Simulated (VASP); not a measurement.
Wanted: the native input for a VASP 6.6.1 run.

* Task: single point
* Functional: PBEsol
* Potentials or basis: VASP PAW PBE potentials, release 64 (Ti_sv, C)
* Cutoff: 520 eV
* k mesh: 18 × 18 × 18
* Occupations: gaussian, width 0.15 eV
* Spin: no spin polarisation
* Dipole correction: no
* Further INCAR settings: ALGO = Fast; EDIFF = 1e-06; NBANDS = 15

The structure of TiC lies in POSCAR:

```
TiC
1.0
    0.0000000000      2.1640000000      2.0558000000
    2.1640000000      0.0000000000      2.0558000000
    2.1640000000      2.1640000000      0.0000000000
Ti C
1 1
Direct
    0.0000000000      0.0000000000      0.0000000000
    0.5000000000      0.5000000000      0.5000000000
```

The cell isn't the ideal one: strain -0.0500 x Voigt [0, 0, 1, 0, 0, 0], atoms carried along.

The input as run:

INCAR

```
SYSTEM = TiC
ALGO = Fast
EDIFF = 1E-6
ENCUT = 520
GGA = PS
ISIF = 2
ISMEAR = 0
LASPH = .True.
LCHARG = .False.
LREAL = .False.
LWAVE = .False.
NBANDS = 15
NELM = 100
PREC = Accurate
SIGMA = 0.15
```

KPOINTS

```
k-points
0
Gamma
  18 18 18
  0 0 0
```

Potentials or basis: VASP PAW PBE potentials, release 64 (Ti_sv, C).

Command:

```console
$ cat potpaw_PBE.64/Ti_sv/POTCAR potpaw_PBE.64/C/POTCAR > POTCAR
$ mpirun -np 1 vasp_std > vasp.out
```

It gave:

```yaml
Pressure: 9.3 GPa
Band_gap_on_the_k_mesh: none (metal or under the smearing width)
```

Caveat: the PAW data sets were made with another functional, which shifts forces and pressure a little.

Run time: 120 s on 1 thread of Intel(R) Xeon(R) Platinum 8488C (Sapphire Rapids) (shared host), peak memory 0.25 GiB.
